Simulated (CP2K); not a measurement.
**AlAu under changes of volume**

One of the cells (16.755 Å³/atom); the others are scaled copies at fixed shape and fractional positions:

```
CELL_PARAMETERS angstrom
3.22394 0.00000 0.00000
0.00000 3.22394 0.00000
0.00000 0.00000 3.22394
ATOMIC_POSITIONS crystal
Au 0.50000 0.50000 0.50000
Al 0.00000 0.00000 0.00000
```

The cell comes from a database or a generator and needn't be the stable form of this composition.

* Program: CP2K 2026.2
* Functional: PBEsol
* Potentials or basis: POTENTIAL_UZH Au GTH-PBE-q11, Al GTH-PBE-q3; TZVP-MOLOPT-PBE-GTH basis
* Density cutoff: 6803 eV
* k mesh: 8 × 8 × 8
* Occupations: fermi-dirac, width 0.05 eV
* Spin: no spin polarisation

```csv
volume (Å³/atom),energy over the lowest point (meV/atom),pressure (GPa)
15.749,14.61,6.4
16.084,4.27,3.4
16.419,0.00,0.6
16.755,1.25,-1.8
17.090,7.38,-3.9
17.425,17.51,-5.6
17.760,?,?
```

Question: What does the run at 17.760 Å³/atom give?

Answer: Energy over the lowest point 30.79 meV/atom; pressure -7.1 GPa.

Worked out: A Birch-Murnaghan fit of order 3 (a polynomial in V^(-2/3)) to the other rows has its minimum at 16.50 Å³/atom with B0 = V·E''(V) = 124 GPa and B' = 5.5. It gives 31.39 meV/atom at 17.760 Å³/atom, against the run's 30.79, and -dE/dV = -7.4 GPa, against -7.1.

Energies are extrapolated to zero smearing.

Caveats: with these potentials and basis sets, volumes of gold and of layered tellurides can stand 1.5 % and more from those of plane-wave programs; the potentials were made for another functional, which shifts forces and pressure; the basis of atomic orbitals isn't converged, which shifts pressures, moduli and gaps.
